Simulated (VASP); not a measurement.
Al: single point with PBE+D3(BJ)

Slab: Al, a slab with vacuum.

```
Al
1.0
     5.72757    0.00000    0.00000
     2.86378    4.96022    0.00000
     0.00000    0.00000   16.67654
Al
12
Direct
  0.16667 0.16667 0.05996
  0.66667 0.16667 0.05996
  0.16667 0.66666 0.05996
  0.66667 0.66666 0.05996
  0.78136 0.32390 0.20597
  0.27313 0.34781 0.20279
  0.84901 0.82188 0.19957
  0.33222 0.79440 0.19574
  0.95069 0.99659 0.34388
  0.45084 0.99415 0.35386
  0.94476 0.48683 0.35659
  0.46604 0.48964 0.35511
```

The cell was built by a generator and needn't be a form met in nature.

| Property | Result |
| --- | --- |
| Program | VASP 6.6.1 |
| Task | single point |
| Functional | PBE |
| Dispersion | D3(BJ) |
| Potentials or basis | VASP PAW PBE potentials, release 64 (Al) |
| Cutoff | 520 eV |
| k mesh | 3 × 3 × 1 |
| Occupations | fermi-dirac, width 0.15 eV |
| Spin | no spin polarisation |

* Largest force: 1.284 eV/Å
* Band gap on the k mesh: none (metal or under the smearing width)
* Dispersion energy per atom: -0.222 eV

Forces in eV/Å, atoms in the order of the input:
```
Al  -0.072 -0.063  0.076
Al  -0.146 -0.022  0.013
Al  -0.102 -0.085 -0.334
Al   0.010 -0.013  0.061
Al   0.619 -0.040  0.320
Al   0.143 -1.077  0.493
Al  -1.156  0.385  0.315
Al   0.544  0.915  0.718
Al   0.074 -0.253 -0.022
Al   0.059  0.076 -0.584
Al   0.430  0.108 -0.579
Al  -0.402  0.069 -0.477
```

Levels at points of the mesh, in eV from the Fermi level:
```
           k point  band 15  band 16  band 17  band 18  band 19  band 20  band 21  band 22
(0.00, 0.00, 0.00)    -2.46    -2.26    -0.58    -0.48    -0.44    -0.23    -0.19    -0.11
```

Wall time 80 s on 1 thread of Intel(R) Xeon(R) 6975P-C (Granite Rapids), with other jobs on the host, peak memory 0.57 GiB.

Caveat: the k mesh is coarse (spacing up to 0.42 Å⁻¹), so the values aren't converged.
